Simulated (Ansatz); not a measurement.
Input and output for Bi (sc type): DFT, PBE, norm-conserving pseudopotentials, Ansatz's default files, scalar-relativistic (Ansatz 0.2.0). This run: the series' base cell.

The cell comes from a relaxation on PAW files under the same functional, begun from a prototype that needn't be the stable phase.

Command: `ansatz run input.yaml --threads 1 --pin off --max-ram 2048MiB --backend cpu --events-out ev --progress --plain --runs-dir out` It took 10 s on 1 thread of Arm Neoverse V1, with other jobs on the host, peak memory 0.31 GiB.

```yaml
crystal:
  lattice:
    - [3.2745854155, 0.0, 0.0]
    - [0.0, 3.2745854155, 0.0]
    - [0.0, 0.0, 3.2745854155]
  atoms:
    - { symbol: Bi, position: [0.0, 0.0, 0.0] }
kpoints:
  mp_grid: { grid: [13, 13, 13] }
scf:
  occupations: { method: fermi_dirac, width: 0.08 }
hamiltonian:
  xc: pbe
  pseudopotentials: { kind: nc }
output:
  forces: true
  stress: true
  eigenvalues: true
```

Output:

```
Engine: ansatz 0.2.0
Pseudopotentials: kind: nc
Pseudopotential: Bi, nc, valence charge 15, recommended cutoff 897.975746 eV (normal), Bi.nc.azcp
Functional definition: PBE
  parameter kappa = 0.804
  parameter beta = 0.06672455060314922
  exchange = pbe_x(kappa = kappa, mu = beta*pi^2/3)
  correlation = pbe_c(beta = beta)
Crystal: 1 atoms, lattice volume = 35.113 Å³
Basis set: ecut = 897.975746 eV, 2109 PW (Γ), exchange–correlation on 72×72×72 points (8 copies of the dense FFT grid, shifted against one another)
Bands: 12, of which v1, the nominal top of the filled ones, is band 8 counted from 1 (7 counted from 0)
Symmetry: 48 space group operations
Space group: Pm-3m (ITA 221), of the structure as read, at distance tolerance 3.3e-5 Å
k-points: 84 of 2197
Non-local potential: Bi, projectors of the file, l = 0: 3, l = 1: 3, l = 2: 2, l = 3: 1
Initial density: superposition of atomic densities (chi_scale 0.1, normalization cell)
Initial wavefunctions: pseudopotential atomic-orbital guess
Functional: x = pbe(κ = 0.804, μ = 0.2195149727645171), c = pbe(β = 0.06672455060314922)
SCF iter   1: F=—  HF=-2559.686158 eV  |F-HF|=—  |Δ(HF+E_count)|=         —  Δρ=8.32e-3  dr2=2.31e-2  ethr=3.10e-3  ⟨swp⟩=13.2  Hψ=11815  notcnv=0
preconditioner: auto → none  [metal: Δε(μ)=0.067 eV  Ē_g=23.598 eV  σ=0.080 eV  W_gap=0.21  n_scr=6 (ndim 8)  ℏωp=24.3 eV  f_vac=0.000  D(μ)=0.47/eV (n_scr^D=0)  sad-step TF]
SCF iter   2: F=—  HF=-2559.685469 eV  |F-HF|=—  |Δ(HF+E_count)|=   6.89e-4  Δρ=5.51e-3  dr2=9.62e-3  ethr=1.54e-4  ⟨swp⟩=3.9  Hψ=2689  notcnv=0  defer=21
SCF iter   3: F=—  HF=-2559.686849 eV  |F-HF|=—  |Δ(HF+E_count)|=   1.38e-3  Δρ=3.45e-4  dr2=3.67e-5  ethr=6.41e-5  ⟨swp⟩=5.4  Hψ=2655  notcnv=0  defer=21
SCF iter   4: F=—  HF=-2559.686811 eV  |F-HF|=—  |Δ(HF+E_count)|=   3.78e-5  Δρ=8.42e-5  dr2=1.83e-6  ethr=2.45e-7  ⟨swp⟩=4.1  Hψ=2463  notcnv=0  defer=21
SCF iter   5: F=—  HF=-2559.686813 eV  |F-HF|=—  |Δ(HF+E_count)|=   1.71e-6  Δρ=3.79e-5  dr2=5.32e-7  ethr=6.67e-10  ⟨swp⟩=17.0  Hψ=8876  notcnv=0
SCF iter   6: F=-2559.686813 eV  HF=-2559.686813 eV  |F-HF|=1.15e-8  |Δ(HF+E_count)|=   1.93e-7  Δρ=8.16e-6  dr2=2.48e-8  ethr=6.67e-10  ⟨swp⟩=7.1  Hψ=6227  notcnv=0
SCF 1 converged in 6 iterations: F = -2559.686813 eV  dr2 = 2.48e-8
SCF converged after 6 iterations
Free energy (F): -2559.686813 eV
Harris-Foulkes:  -2559.686813 eV  (|F-HF|=1.15e-8)
Internal energy: -2559.676840 eV  (E = F + TS)
E sigma→0 (E₀):  -2559.681827 eV
Entropy (-TS):   -0.009973 eV (-9.973 meV/atom)
Fermi energy:    9.880967 eV
--- Per-component energies (eV) ---
  E_band       = -106.784022
  E_kinetic    = 1117.688177
  E_local      = -1362.892601  (includes V_loc(G=0)·N_el)
  E_nonlocal   = -463.640318
  E_hartree    = 477.943188
  E_xc         = -925.144545
  E_vxc        = -353.819728  (∫ρ·V_xc dr)
  E_ewald      = -1403.630742
  E_smearing   = -0.009973  (= −TS)
  E_closure    = -0.000000  (closes the sum)
  Σ components = -2559.686813   (vs F -2559.686813, Δ=0.00e0)
--- Forces (eV/Å), atoms counted from 1 ---
  atom   1  Bi     0.00000000    -0.00000000    -0.00000000
  max |Σ_I F_I| component: 1.44e-32 eV/Å
--- Stress (GPa, compression-positive) ---
        0.047975      -0.000000       0.000000
       -0.000000       0.047975       0.000000
        0.000000       0.000000       0.047975
  P = ⅓ Tr σ = 0.0480 GPa (0.480 kbar)
--- Band table (eV; the first three rows and the last of 84) ---
  k-point 0: bands = ["-13.0675", "-13.0675", "-12.7665", "-12.7665", "-12.7665", "-3.1126", "12.9621", "12.9621", "12.9621", "16.0715", "17.6189", "17.6189"]
  k-point 1: bands = ["-13.0668", "-13.0530", "-12.7710", "-12.7710", "-12.7662", "-3.0412", "11.9750", "13.0422", "13.0422", "16.4508", "17.6768", "18.4299"]
  k-point 2: bands = ["-13.0648", "-13.0128", "-12.7834", "-12.7834", "-12.7652", "-2.8306", "10.2431", "13.2741", "13.2741", "16.8091", "17.8510", "20.4149"]
  k-point 83: bands = ["-12.9284", "-12.9282", "-12.9282", "-12.6554", "-12.6554", "2.1779", "8.5638", "8.5638", "8.5873", "15.0177", "15.3453", "15.3453"]
```

Next run (volume at 0.68 of the series' base cell), as changes to the input before:

```diff
   lattice:
-    - [3.2745854155, 0.0, 0.0]
-    - [0.0, 3.2745854155, 0.0]
-    - [0.0, 0.0, 3.2745854155]
+    - [2.8795588638, 0.0, 0.0]
+    - [0.0, 2.8795588638, 0.0]
+    - [0.0, 0.0, 2.8795588638]
   atoms:
```

Results part of the output:

```
SCF 1 converged in 7 iterations: F = -2558.601163 eV  dr2 = 8.11e-9
SCF converged after 7 iterations
Free energy (F): -2558.601163 eV
Harris-Foulkes:  -2558.601163 eV  (|F-HF|=7.22e-9)
Internal energy: -2558.595630 eV  (E = F + TS)
E sigma→0 (E₀):  -2558.598396 eV
Entropy (-TS):   -0.005533 eV (-5.533 meV/atom)
Fermi energy:    17.055232 eV
--- Per-component energies (eV) ---
  E_band       = -13.702190
  E_kinetic    = 1128.005221
  E_local      = -1075.587094  (includes V_loc(G=0)·N_el)
  E_nonlocal   = -464.417267
  E_hartree    = 378.676467
  E_xc         = -929.087925
  E_vxc        = -359.052824  (∫ρ·V_xc dr)
  E_ewald      = -1596.185031
  E_smearing   = -0.005533  (= −TS)
  E_closure    = 0.000000  (closes the sum)
  Σ components = -2558.601163   (vs F -2558.601163, Δ=0.00e0)
--- Forces (eV/Å), atoms counted from 1 ---
  atom   1  Bi     0.00000000     0.00000000     0.00000000
  max |Σ_I F_I| component: 3.29e-32 eV/Å
--- Stress (GPa, compression-positive) ---
       44.597124       0.000000       0.000000
        0.000000      44.597124       0.000000
        0.000000       0.000000      44.597124
  P = ⅓ Tr σ = 44.5971 GPa (445.971 kbar)
--- Band table (eV; the first three rows and the last of 84) ---
  k-point 0: bands = ["-7.1215", "-7.1215", "-6.1367", "-6.1367", "-6.1367", "0.6684", "20.8533", "20.8533", "20.8533", "25.3307", "26.0178", "26.0178"]
  k-point 1: bands = ["-7.1185", "-7.0800", "-6.1522", "-6.1522", "-6.1354", "0.7812", "19.5285", "20.9896", "20.9896", "25.6050", "26.0480", "27.2428"]
  k-point 2: bands = ["-7.1101", "-6.9655", "-6.1951", "-6.1951", "-6.1319", "1.1209", "17.1884", "21.3856", "21.3856", "25.7949", "26.1379", "29.9076"]
  k-point 83: bands = ["-6.7136", "-6.7121", "-6.7121", "-5.8311", "-5.8311", "10.9926", "14.8524", "14.8524", "15.1835", "21.4205", "22.4147", "22.4147"]
```

Next run (volume at 0.58 of the series' base cell), as changes to the input before:

```diff
   lattice:
-    - [2.8795588638, 0.0, 0.0]
-    - [0.0, 2.8795588638, 0.0]
-    - [0.0, 0.0, 2.8795588638]
+    - [2.7308571799, 0.0, 0.0]
+    - [0.0, 2.7308571799, 0.0]
+    - [0.0, 0.0, 2.7308571799]
   atoms:
```

Command: `ansatz run input.yaml --threads 1 --pin off --max-ram 2048MiB --backend cpu --events-out ev --progress --plain --runs-dir out` It took 7.4 s on 1 thread of Arm Neoverse V1, on a shared host, peak memory 0.26 GiB.

Results part of the output:

```
SCF 1 converged in 6 iterations: F = -2557.168599 eV  dr2 = 5.86e-8
SCF converged after 6 iterations
Free energy (F): -2557.168599 eV
Harris-Foulkes:  -2557.168599 eV  (|F-HF|=2.73e-8)
Internal energy: -2557.161367 eV  (E = F + TS)
E sigma→0 (E₀):  -2557.164983 eV
Entropy (-TS):   -0.007232 eV (-7.232 meV/atom)
Fermi energy:    20.931758 eV
--- Per-component energies (eV) ---
  E_band       = 34.111622
  E_kinetic    = 1135.157726
  E_local      = -951.615293  (includes V_loc(G=0)·N_el)
  E_nonlocal   = -465.065615
  E_hartree    = 338.830680
  E_xc         = -931.367754
  E_vxc        = -362.030387  (∫ρ·V_xc dr)
  E_ewald      = -1683.101112
  E_smearing   = -0.007232  (= −TS)
  E_closure    = 0.000000  (closes the sum)
  Σ components = -2557.168599   (vs F -2557.168599, Δ=0.00e0)
--- Forces (eV/Å), atoms counted from 1 ---
  atom   1  Bi     0.00000000    -0.00000000    -0.00000000
  max |Σ_I F_I| component: 5.14e-33 eV/Å
--- Stress (GPa, compression-positive) ---
       91.425724      -0.000000       0.000000
       -0.000000      91.425724       0.000000
        0.000000       0.000000      91.425724
  P = ⅓ Tr σ = 91.4257 GPa (914.257 kbar)
--- Band table (eV; the first three rows and the last of 84) ---
  k-point 0: bands = ["-4.2335", "-4.2335", "-2.7086", "-2.7086", "-2.7086", "2.5709", "24.8528", "24.8528", "24.8528", "30.0826", "30.5590", "30.5590"]
  k-point 1: bands = ["-4.2284", "-4.1732", "-2.7336", "-2.7336", "-2.7065", "2.7036", "23.4273", "25.0198", "25.0198", "30.2948", "30.5419", "31.9226"]
  k-point 2: bands = ["-4.2143", "-4.0080", "-2.8022", "-2.8022", "-2.7008", "3.1071", "20.8594", "25.5045", "25.5045", "30.4031", "30.4914", "34.8078"]
  k-point 83: bands = ["-3.6401", "-3.6370", "-3.6370", "-2.2599", "-2.2599", "15.5131", "18.2450", "18.2450", "19.0870", "24.5547", "26.2572", "26.2572"]
```

Next run (volume at 0.5 of the series' base cell), as changes to the input before:

```diff
   lattice:
-    - [2.7308571799, 0.0, 0.0]
-    - [0.0, 2.7308571799, 0.0]
-    - [0.0, 0.0, 2.7308571799]
+    - [2.5990401667, 0.0, 0.0]
+    - [0.0, 2.5990401667, 0.0]
+    - [0.0, 0.0, 2.5990401667]
   atoms:
```

Results part of the output:

```
SCF 1 converged in 7 iterations: F = -2555.008155 eV  dr2 = 4.36e-8
SCF converged after 7 iterations
Free energy (F): -2555.008155 eV
Harris-Foulkes:  -2555.008155 eV  (|F-HF|=3.22e-8)
Internal energy: -2555.003140 eV  (E = F + TS)
E sigma→0 (E₀):  -2555.005648 eV
Entropy (-TS):   -0.005015 eV (-5.015 meV/atom)
Fermi energy:    25.147097 eV
--- Per-component energies (eV) ---
  E_band       = 84.476351
  E_kinetic    = 1144.034633
  E_local      = -833.000275  (includes V_loc(G=0)·N_el)
  E_nonlocal   = -466.073525
  E_hartree    = 302.420437
  E_xc         = -933.920492
  E_vxc        = -365.330497  (∫ρ·V_xc dr)
  E_ewald      = -1768.463917
  E_smearing   = -0.005015  (= −TS)
  E_closure    = -0.000000  (closes the sum)
  Σ components = -2555.008155   (vs F -2555.008155, Δ=0.00e0)
--- Forces (eV/Å), atoms counted from 1 ---
  atom   1  Bi    -0.00000000    -0.00000000     0.00000000
  max |Σ_I F_I| component: 1.44e-32 eV/Å
--- Stress (GPa, compression-positive) ---
      163.106787       0.000000       0.000000
        0.000000     163.106787       0.000000
        0.000000       0.000000     163.106787
  P = ⅓ Tr σ = 163.1068 GPa (1631.068 kbar)
--- Band table (eV; the first three rows and the last of 84) ---
  k-point 0: bands = ["-1.3150", "-1.3150", "0.9194", "0.9194", "0.9194", "4.5881", "29.0352", "29.0352", "29.0352", "35.0794", "35.4814", "35.4814"]
  k-point 1: bands = ["-1.3070", "-1.2321", "0.8813", "0.8813", "0.9226", "4.7416", "27.5453", "29.2361", "29.2361", "35.2556", "35.3723", "36.9216"]
  k-point 2: bands = ["-1.2847", "-1.0070", "0.7769", "0.7769", "0.9313", "5.2134", "24.7920", "29.8170", "29.8170", "35.0673", "35.2748", "39.9862"]
  k-point 83: bands = ["-0.5023", "-0.4966", "-0.4966", "1.5498", "1.5498", "19.9810", "21.9448", "21.9448", "23.8590", "27.7407", "30.4707", "30.4707"]
```

Next run (volume at 0.43 of the series' base cell), as changes to the input before:

```diff
   lattice:
-    - [2.5990401667, 0.0, 0.0]
-    - [0.0, 2.5990401667, 0.0]
-    - [0.0, 0.0, 2.5990401667]
+    - [2.4716054361, 0.0, 0.0]
+    - [0.0, 2.4716054361, 0.0]
+    - [0.0, 0.0, 2.4716054361]
   atoms:
```

Command: `ansatz run input.yaml --threads 1 --pin off --max-ram 2048MiB --backend cpu --events-out ev --progress --plain --runs-dir out` It took 4.9 s on 1 thread of Arm Neoverse V1, on a shared host, peak memory 0.25 GiB.

Results part of the output:

```
SCF 1 converged in 6 iterations: F = -2551.684335 eV  dr2 = 5.72e-8
SCF converged after 6 iterations
Free energy (F): -2551.684335 eV
Harris-Foulkes:  -2551.684335 eV  (|F-HF|=3.83e-8)
Internal energy: -2551.676328 eV  (E = F + TS)
E sigma→0 (E₀):  -2551.680331 eV
Entropy (-TS):   -0.008006 eV (-8.006 meV/atom)
Fermi energy:    30.046163 eV
--- Per-component energies (eV) ---
  E_band       = 142.360532
  E_kinetic    = 1155.866328
  E_local      = -710.053905  (includes V_loc(G=0)·N_el)
  E_nonlocal   = -467.445820
  E_hartree    = 266.670071
  E_xc         = -937.067975
  E_vxc        = -369.351462  (∫ρ·V_xc dr)
  E_ewald      = -1859.645026
  E_smearing   = -0.008006  (= −TS)
  E_closure    = 0.000000  (closes the sum)
  Σ components = -2551.684335   (vs F -2551.684335, Δ=0.00e0)
--- Forces (eV/Å), atoms counted from 1 ---
  atom   1  Bi    -0.00000000     0.00000000     0.00000000
  max |Σ_I F_I| component: 1.23e-31 eV/Å
--- Stress (GPa, compression-positive) ---
      281.963127      -0.000000       0.000000
       -0.000000     281.963127       0.000000
        0.000000       0.000000     281.963127
  P = ⅓ Tr σ = 281.9631 GPa (2819.631 kbar)
--- Band table (eV; the first three rows and the last of 84) ---
  k-point 0: bands = ["1.8975", "1.8975", "5.1149", "5.1149", "5.1149", "6.9381", "33.7847", "33.7847", "33.7847", "40.7758", "41.2397", "41.2397"]
  k-point 1: bands = ["1.9097", "2.0091", "5.0573", "5.0573", "5.1196", "7.1156", "32.2561", "34.0263", "34.0263", "40.9429", "40.9630", "42.6903"]
  k-point 2: bands = ["1.9437", "2.3080", "4.9002", "4.9002", "5.1329", "7.6690", "29.3491", "34.7207", "34.7207", "40.1957", "40.8800", "45.9238"]
  k-point 83: bands = ["2.9797", "2.9898", "2.9898", "5.9905", "5.9905", "24.7572", "26.3393", "26.3393", "30.0841", "31.3002", "35.4894", "35.4894"]
```

Spin–orbit coupling is left out, which matters for the heavy atoms. The norm-conserving files are those that the library serves for this functional. The structure type is held throughout; the real material can change phase at far lower pressure.
